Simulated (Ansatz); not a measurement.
# Phases of CoSi at 210 GPa

Structure types of CoSi are relaxed in primitive cells with their symmetry kept at 210 GPa, on PAW files; LAPW relaxes the small cells further and takes the PAW cell for the others (marked *). The enthalpy is E + pV at zero temperature, without zero-point motion. Only the types listed were tried, and differences under about 5 meV/atom are mesh noise. The real phase may be another.

Computed with Ansatz 0.2.0; functional PBE, scalar-relativistic. Settings: Fermi–Dirac smearing of 0.05 eV, no spin polarisation. Methods: LAPW: all electrons, basis error target 0.5 meV/atom; PAW: frozen-core files, cutoff 420 eV.

k meshes: rocksalt 17×17×17, CsCl 16×16×16, WC 17×17×15, NiAs 13×13×7, zincblende 15×15×15.

Spin polarisation is left out, though a magnetic state may lie lower.

**Question.** Which type is lowest in enthalpy, and by how much?

**Answer.** CsCl, 375 meV/atom below distorted WC. The whole table:

```json
{"start type": "rocksalt", "ends as": "rocksalt, Fm-3m", "a, b, c (Å)": "3.981, 3.981, 3.981", "V (Å³/atom)": "7.89", "H − H(lowest), LAPW (meV/atom)": "1839.3", "same, PAW": "1838.3"}
{"start type": "CsCl", "ends as": "CsCl, Pm-3m", "a, b, c (Å)": "2.436, 2.436, 2.436", "V (Å³/atom)": "7.23", "H − H(lowest), LAPW (meV/atom)": "0.0", "same, PAW": "0.0"}
{"start type": "WC", "ends as": "distorted WC, P-6m2", "a, b, c (Å)": "2.291, 2.291, 3.247", "V (Å³/atom)": "7.38", "H − H(lowest), LAPW (meV/atom)": "375.3", "same, PAW": "378.8"}
{"start type": "NiAs*", "ends as": "distorted NiAs, P6_3/mmc", "a, b, c (Å)": "2.288, 2.288, 6.526", "V (Å³/atom)": "7.39", "H − H(lowest), LAPW (meV/atom)": "404.4", "same, PAW": "407.9"}
{"start type": "zincblende", "ends as": "zincblende, F-43m", "a, b, c (Å)": "4.179, 4.179, 4.179", "V (Å³/atom)": "9.13", "H − H(lowest), LAPW (meV/atom)": "4603.0", "same, PAW": "4596.8"}
```

**Question.** Split the lead of CsCl over distorted WC into energy and pV.

**Answer.** For distorted WC less CsCl: ΔE = +176.0 meV/atom, and p·ΔV = 210 GPa × +0.1521 Å³ × 6.242 meV/(GPa·Å³) = +199.3 meV/atom, together 375.3 meV/atom. CsCl wins on both counts.
